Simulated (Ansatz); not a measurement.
Crystal: PtSe2 (Sudovikovite).

```xyz
3
Lattice="3.7240 0.0000 0.0000 -1.8620 3.2251 0.0000 0.0000 0.0000 5.0620" Properties=species:S:1:pos:R:3 pbc="T T T"
Pt    0.0000    0.0000    0.0000
Se    1.8620    1.0750    3.7965
Se    0.0000    2.1501    1.2655
```

Base run:

```yaml
Program: Ansatz 0.2.0
Functional: HSE06 form with a typed share of exact exchange
Potentials_or_basis: Ansatz PAW
Cutoff: "420 eV (not typed: the program's choice for these potentials)"
k_mesh: 5 × 5 × 3
Occupations: fermi-dirac, width 0.05 eV
Spin: no spin polarisation
```

Its results: band gap on the k mesh 0.69 eV, indirect (least direct gap 1.84 eV); pressure -1.6 GPa; largest force 0.372 eV/Å.

Task: The run is repeated on the same cell with these changes: functional from HSE06 form with a typed share of exact exchange to HSE06; share of exact exchange from 0.5 to 0.25. What comes out?

Result: Band gap on the k mesh 0.19 eV, indirect (least direct gap 1.36 eV); pressure 2.7 GPa; largest force 0.051 eV/Å.

Caveats: odd divisions of the mesh miss points on the zone boundary, where band edges often lie, so the gap on the mesh can be too wide; spin-orbit coupling is left out, which moves the levels of the heavy elements; the PAW data sets come from PBE, with cores solved anew for the run's functional, which leaves a small shift of forces and pressure; the thresholds are loose for stress.

A k mesh can miss the band edges.
